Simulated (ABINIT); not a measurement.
# Nb: single point with PBEsol

Crystal: Nb.

```xyz
1
Lattice="-1.6548 1.6619 1.6631 1.6119 -1.6698 1.6281 1.7028 1.7178 -1.6710" Properties=species:S:1:pos:R:3 pbc="T T T"
Nb    0.0014    0.0170   -0.0261
```

The cell isn't the ideal one: cell strained at random at fixed volume.

```json
{
 "Program": "ABINIT 10.8.3 (patched build)",
 "Task": "single point",
 "Functional": "PBEsol",
 "Potentials or basis": "PseudoDojo NC SR PBEsol v0.4.1 standard",
 "Cutoff": "1116 eV",
 "k mesh": "11 × 11 × 11",
 "Occupations": "fermi-dirac, width 0.05 eV",
 "Spin": "no spin polarisation"
}
```

```yaml
Pressure: -7.8 GPa
Band_gap_on_the_k_mesh: none (metal or under the smearing width)
Valence_electrons_inside_the_program's_atomic_spheres: Nb 9.42 (radii [1.0584] Å)
```

Stress tensor (GPa, compression positive):
```
-7.39 -0.64  0.38
-0.64 -9.24  0.20
 0.38  0.20 -6.74
```

Levels at points of the mesh, in eV from the Fermi level:
```
           k point  band 3  band 4  band 5  band 6  band 7  band 8  band 9  band 10  band 11
(0.00, 0.00, 0.00)  -29.64  -29.58   -5.87    0.09    0.35    0.72    3.08     3.42    13.87
```

Run time: 3.3 min on 1 thread of Arm Neoverse V2, on a shared host, peak memory 0.24 GiB.
